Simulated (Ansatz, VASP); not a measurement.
# TaSeS: VASP beside Ansatz

Wanted: the spread between two codes on one cell, functional and k mesh. Other levels of theory on this material are compared in a session of their own.

Calculated with Ansatz 0.2.0; plane waves, with VASP 6.6.1 beside it; single point at PBEsol, spin-orbit coupling.

### Step 1. Starting point

The cell holds 6 atoms: 2 S, 2 Ta and 2 Se. Cell: a = 3.433 Å, b = 3.433 Å, c = 24.610 Å, α = 90.0°, β = 90.0°, γ = 120.0°. It derives from TaSeS. As first built, before any earlier steps moved the atoms (in the runner's words): kind sheets cut from a layered crystal; sheets 2. Vacuum lies along c.

### Step 2. Ansatz: single point, PBEsol, spin-orbit coupling

Ansatz runs on its fully relativistic PAW (standard-fr) files.

With cell and atoms fixed, the geometry can't cause a difference; cores, projectors, grids and the points listed under the comparison can.

Contents of input.yaml:

```yaml
crystal:
  lattice:
    - [3.433327768, 0.0, 0.0]
    - [-1.716663884, 2.973349067, 0.0]
    - [0.0, 0.0, 24.6100817206]
  atoms:
    - { symbol: S, position: [0.333333333, 0.666666667, 0.695246847] }
    - { symbol: S, position: [0.333333333, 0.666666667, 0.435192855] }
    - { symbol: Ta, position: [0.0, 0.0, 0.634160684] }
    - { symbol: Ta, position: [0.0, 0.0, 0.374106692] }
    - { symbol: Se, position: [0.666666667, 0.333333333, 0.564807145] }
    - { symbol: Se, position: [0.666666667, 0.333333333, 0.304753153] }
hamiltonian:
  xc: pbesol
  pseudopotentials: { kind: paw_fr }
magnetization:
  noncollinear: true
  spin_orbit: true
kpoints:
  mp_grid: { grid: [9, 9, 1] }
scf:
  occupations: { method: gaussian, width: 0.05 }
  n_extra_bands: 10
efield:
  axis: 3
  dipole_correction: true
  ramp_width: 0.04
output:
  forces: true
  eigenvalues: true
```

Run with:

```
$ ansatz run input.yaml --threads 4 --pin off --max-ram 9216MiB --backend cpu --events-out ev --progress --plain --runs-dir out
```

Numbers of over 12 decimals in the logs are rounded to 6 here.

The log of the run:

```text
scf.n_extra_bands = 10 over 70 filled bands (N_el = 70.0): the run solves 80 bands
Engine: ansatz 0.2.0, x86_64-unknown-linux-gnu
Pseudopotentials: kind: paw_fr
Pseudopotential: S, paw_fr, valence charge 6, recommended cutoff 420 eV (normal), S.paw.azcp#standard-fr
Pseudopotential: Ta, paw_fr, valence charge 13, recommended cutoff 420 eV (normal), Ta.paw.azcp#standard-fr
Pseudopotential: Se, paw_fr, valence charge 16, recommended cutoff 420 eV (normal), Se.paw.azcp#standard-fr
Functional definition: PBEsol
  exchange = pbesol_x
  correlation = pbesol_c
non-collinear run that drives no moment, with spin-orbit: no starting moment large enough to seed its density (crystal.atoms[].spin), no starting occupations that ask for one, no magnetisation constraint and no magnetic field, so the semilocal B_xc is pinned to zero
Crystal: 6 atoms, lattice volume = 251.232 Å³
Basis set: ecut = 420 eV, 4871 PW (Γ), exchange–correlation on 48×48×360 points (8 copies of the dense FFT grid, shifted against one another)
Bands: 80, of which v1, the nominal top of the filled ones, is band 70 counted from 1 (69 counted from 0)
Symmetry: 6 space group operations + 6 with time reversal
Space group: P3m1 (ITA 156), of the structure as read, at distance tolerance 6.3e-5 Å
k-points: 12 of 81 (time reversal used)
Projection manifold: j_resolved (fully-relativistic pseudo-atomic orbitals)
Non-local potential: S, projectors of the file, l = 0: 2, l = 1: 4, l = 2: 4
Non-local potential: Ta, projectors of the file, l = 0: 3, l = 1: 4, l = 2: 4, l = 3: 2
Non-local potential: Se, projectors of the file, l = 0: 2, l = 1: 4, l = 2: 6, l = 3: 2
PAW form: soft (Blöchl's): semilocal exchange-correlation on the pseudo side does not see the compensation charge
PAW frozen core: S, regenerated for the run's functional, and the local potential with it (the file was generated under x = pbe(κ = 0.804, μ = 0.219515), c = pbe(β = 0.066725))
PAW frozen core: Ta, regenerated for the run's functional, and the local potential with it (the file was generated under x = pbe(κ = 0.804, μ = 0.219515), c = pbe(β = 0.066725))
PAW frozen core: Se, regenerated for the run's functional, and the local potential with it (the file was generated under x = pbe(κ = 0.804, μ = 0.219515), c = pbe(β = 0.066725))
PAW one-centre angular grid: S, 110 points (default); XC on 64 Gauss nodes
PAW one-centre angular grid: Ta, 590 points (default); XC on 64 Gauss nodes
PAW one-centre angular grid: Se, 590 points (default); XC on 96 Gauss nodes
Initial density: superposition of atomic densities (neutral atoms: chi_scale 0, normalization atom)
Initial wavefunctions: pseudopotential atomic-orbital guess
Functional: x = pbesol(κ = 0.804, μ = 0.123457), c = pbesol(β = 0.046)
SCF iter   1: F=—  HF=-32282.163538 eV  |F-HF|=—  |Δ(HF+E_count)|=         —  Δρ=2.94e-2  dr2=2.86e0  dr2_m=0.00e0 (ungated)  ethr=3.10e-3  |M|=0.00e0 ∫|m|=0.00e0 μB  |m|>n=0.0e0 m-floor=0.0e0 τ_xc=0.0e0  β_m=1.00  p=-0.000 e·Å  D=-2.06e-7 V/Å  ΔV_dip=0.00 eV  dr2_dipole=5.37e-2  V_vac-E_F(+/−)=5.97/5.97 eV  ⟨swp⟩=7.8  Hψ=4626  notcnv=0  defer=2
efield: sawtooth ramp at fractional position 0.9800 (placed from the atoms, in the widest stretch of the axis that holds none; the zero of the levels goes with the place), width 0.0400; the density the first Hamiltonian is built on has a dipole p = -0.000 e·Å; the dipole correction subtracts the counter field D = -2.06e-7 V/Å, which shifts the + side's vacuum level by +0.00 eV against the − side's; the planar-averaged density in the ramp window peaks in size at 2.7e-6 e/Å³
preconditioner: auto → LDOS  [insulator: Δε(μ)=0.120 eV  Ē_g=7.749 eV  σ=0.050 eV  W_gap=0.59  n_scr=46 (ndim 8)  ℏωp=13.7 eV  f_vac=0.476  D(μ)=2.40/eV (n_scr^D=10)  ε∞_Penn≈4.1  β→1.0]
spin=Noncollinear: LDOS preconditioning applied to the charge; magnetization (m_x, m_y, m_z) channels mix plain (no charge-response kernel on spin).
SCF iter   2: F=—  HF=-32281.647352 eV  |F-HF|=—  |Δ(HF+E_count)|=   5.16e-1  Δρ=1.77e-2  dr2=1.08e0  dr2_m=0.00e0 (ungated)  ethr=3.10e-3  |M|=0.00e0 ∫|m|=0.00e0 μB  |m|>n=0.0e0 m-floor=0.0e0 τ_xc=0.0e0  β_m=0.83  p=-0.024 e·Å  D=-1.72e-2 V/Å  ΔV_dip=0.42 eV  dr2_dipole=8.63e-3  V_vac-E_F(+/−)=4.68/4.26 eV  ⟨swp⟩=3.2  Hψ=1850  notcnv=0  defer=42
SCF iter   3: F=—  HF=-32281.307344 eV  |F-HF|=—  |Δ(HF+E_count)|=   3.40e-1  Δρ=4.13e-3  dr2=6.49e-2  dr2_m=0.00e0 (ungated)  ethr=1.55e-3  |M|=0.00e0 ∫|m|=0.00e0 μB  |m|>n=0.0e0 m-floor=0.0e0 τ_xc=0.0e0  β_m=0.79  p=-0.015 e·Å  D=-1.11e-2 V/Å  ΔV_dip=0.27 eV  dr2_dipole=3.37e-3  V_vac-E_F(+/−)=5.23/4.96 eV  ⟨swp⟩=2.9  Hψ=1470  notcnv=0  defer=42
SCF iter   4: F=—  HF=-32281.290376 eV  |F-HF|=—  |Δ(HF+E_count)|=   1.70e-2  Δρ=9.20e-4  dr2=2.84e-3  dr2_m=0.00e0 (ungated)  ethr=9.26e-5  |M|=0.00e0 ∫|m|=0.00e0 μB  |m|>n=0.0e0 m-floor=0.0e0 τ_xc=0.0e0  β_m=0.80  p=-0.021 e·Å  D=-1.55e-2 V/Å  ΔV_dip=0.38 eV  dr2_dipole=3.47e-5  V_vac-E_F(+/−)=5.19/4.81 eV  ⟨swp⟩=2.0  Hψ=1486  notcnv=0  defer=42
SCF iter   5: F=—  HF=-32281.289730 eV  |F-HF|=—  |Δ(HF+E_count)|=   6.46e-4  Δρ=1.99e-4  dr2=1.36e-4  dr2_m=0.00e0 (ungated)  ethr=4.06e-6  |M|=0.00e0 ∫|m|=0.00e0 μB  |m|>n=0.0e0 m-floor=0.0e0 τ_xc=0.0e0  β_m=0.78  p=-0.021 e·Å  D=-1.52e-2 V/Å  ΔV_dip=0.37 eV  dr2_dipole=1.77e-7  V_vac-E_F(+/−)=5.18/4.81 eV  ⟨swp⟩=2.0  Hψ=1427  notcnv=0  defer=42
SCF iter   6: F=—  HF=-32281.289741 eV  |F-HF|=—  |Δ(HF+E_count)|=   1.05e-5  Δρ=5.32e-5  dr2=9.33e-6  dr2_m=0.00e0 (ungated)  ethr=1.94e-7  |M|=0.00e0 ∫|m|=0.00e0 μB  |m|>n=0.0e0 m-floor=0.0e0 τ_xc=0.0e0  β_m=0.73  p=-0.022 e·Å  D=-1.56e-2 V/Å  ΔV_dip=0.38 eV  dr2_dipole=1.99e-8  V_vac-E_F(+/−)=5.19/4.80 eV  ⟨swp⟩=2.5  Hψ=1839  notcnv=0  defer=42
SCF iter   7: F=—  HF=-32281.289646 eV  |F-HF|=—  |Δ(HF+E_count)|=   9.49e-5  Δρ=1.39e-5  dr2=5.08e-7  dr2_m=0.00e0 (ungated)  ethr=1.33e-8  |M|=0.00e0 ∫|m|=0.00e0 μB  |m|>n=0.0e0 m-floor=0.0e0 τ_xc=0.0e0  β_m=0.76  p=-0.022 e·Å  D=-1.55e-2 V/Å  ΔV_dip=0.38 eV  dr2_dipole=3.43e-9  V_vac-E_F(+/−)=5.19/4.80 eV  ⟨swp⟩=2.8  Hψ=1761  notcnv=0  defer=42
SCF iter   8: F=-32281.289646 eV  HF=-32281.289646 eV  |F-HF|=3.03e-8  |Δ(HF+E_count)|=   4.18e-7  Δρ=3.53e-6  dr2=3.27e-8  dr2_m=0.00e0 (ungated)  ethr=1.43e-10  |M|=0.00e0 ∫|m|=0.00e0 μB  |m|>n=0.0e0 m-floor=0.0e0 τ_xc=0.0e0  p=-0.022 e·Å  D=-1.55e-2 V/Å  ΔV_dip=0.38 eV  dr2_dipole=3.46e-9  V_vac-E_F(+/−)=5.19/4.80 eV  ⟨swp⟩=14.2  Hψ=4466  notcnv=0
SCF 1 converged in 8 iterations: F = -32281.289646 eV  dr2 = 3.27e-8
  greatest PAW one-centre occupation: 1.000 electrons in one spin orbital (limit 2), on the Ta atom at site 3 (counted from 0), in its partial waves of l = 0
SCF converged after 8 iterations
Magnetization: |M| = 0.0000 μB,  M = (+0.0000, +0.0000, +0.0000) μB
Absolute magnetization: 0.0000 μB (∫|m|)
  site 0: m = (+0.0000, +0.0000, +0.0000) μB, |m| = 0.0000 μB  (R = 1.03 Å)
  site 1: m = (+0.0000, +0.0000, +0.0000) μB, |m| = 0.0000 μB  (R = 1.03 Å)
  site 2: m = (+0.0000, +0.0000, +0.0000) μB, |m| = 0.0000 μB  (R = 1.03 Å)
  site 3: m = (+0.0000, +0.0000, +0.0000) μB, |m| = 0.0000 μB  (R = 1.03 Å)
  site 4: m = (+0.0000, +0.0000, +0.0000) μB, |m| = 0.0000 μB  (R = 1.08 Å)
  site 5: m = (+0.0000, +0.0000, +0.0000) μB, |m| = 0.0000 μB  (R = 1.08 Å)
Free energy (F): -32281.289646 eV
Harris-Foulkes:  -32281.289646 eV  (|F-HF|=3.03e-8)
Internal energy: -32281.285402 eV  (E = F + TS)
E sigma→0 (E₀):  -32281.287524 eV
Entropy (-TS):   -0.004244 eV (-0.707 meV/atom)
Fermi energy:    2.877324 eV
Dipole field:    D = -0.015450 V/Å  (p = -0.021451 e·Å, saw-weighted, corrected)
Work function:   Φ+ = 5.1859 eV   Φ− = 4.8056 eV
Levels:          The Fermi level and band energies are counted from a zero that moves with the ramp; work functions are not
--- Per-component energies (eV) ---
  E_band       = -1649.608921
  E_kinetic    = 1178.703468
  E_local      = -54957.950329  (includes V_loc(G=0)·N_el)
  E_nonlocal   = -1101.049425
  E_hartree    = 26905.814996
  E_xc         = -831.185324
  E_vxc        = -776.671387  (∫ρ·V_xc dr)
  E_paw        = -21487.319328  (= ΣΔE_a)
  E_vpaw       = 196.181971  (= ΣTr[D̂ρ^β])
  E_aug_tail   = -0.000873  (compensation charges beyond the density's cutoff)
  E_efield     = 0.000166  (sawtooth field / dipole correction)
  E_vefield    = -0.454775  (∫n·V_field dr)
  E_ewald      = 18009.116049
  E_core_change = 2.585199  (= ΣΔE_core)
  E_smearing   = -0.004244  (= −TS)
  E_closure    = 0.000000  (closes the sum)
  Σ components = -32281.289646   (vs F -32281.289646, Δ=0.00e0)
--- Forces (eV/Å), atoms counted from 1 ---
  atom   1  S     -0.00000000     0.00000000    -0.52114208
  atom   2  S      0.00000000    -0.00000000    -0.46189719
  atom   3  Ta     0.00000000    -0.00000000     0.04192067
  atom   4  Ta     0.00000000    -0.00000000     0.05400192
  atom   5  Se    -0.00000000     0.00000000     0.42180611
  atom   6  Se     0.00000000     0.00000000     0.46522217
  max |Σ_I F_I| component: 8.84e-5 eV/Å
--- Band table (eV; the first three rows and the last of 12) ---
  k-point 0: bands = [... 66 lower, 2.8149, 2.8149, 2.9151, 2.9151, 3.0322, 3.0322, 3.1306, 3.1306, ... 6 higher]
  k-point 1: bands = [... 66 lower, 2.0132, 2.0634, 2.9713, 2.9829, 3.0921, 3.1093, 3.6478, 3.6951, ... 6 higher]
  k-point 2: bands = [... 66 lower, 1.4812, 1.5325, 2.5355, 2.5570, 2.6465, 2.6572, 4.0892, 4.1346, ... 6 higher]
  k-point 11: bands = [... 66 lower, -0.3653, -0.2693, 4.1479, 4.1754, 4.1863, 4.2267, 4.2402, 4.2575, ... 6 higher]
```

The job ended after 13 s (4 threads of Intel Xeon Platinum 8375C at 2.90GHz (Ice Lake), shared host; peak memory 2 GiB; 48 s of CPU time).

(Continued in part 2 of 2.)

[Lines on the potential files, build, host, timing and source positions are cut from VASP's logs without a mark.]

[Logs are printed without paths, hosts, clocks, repeated set-up lines and the standing remarks that a program may print on its own settings, such as how far it seeks lower states.]

[Hosts, paths, dates, database ids (printed as entryN), source tags and the programs' standing remarks are cut or masked in the printed files.]
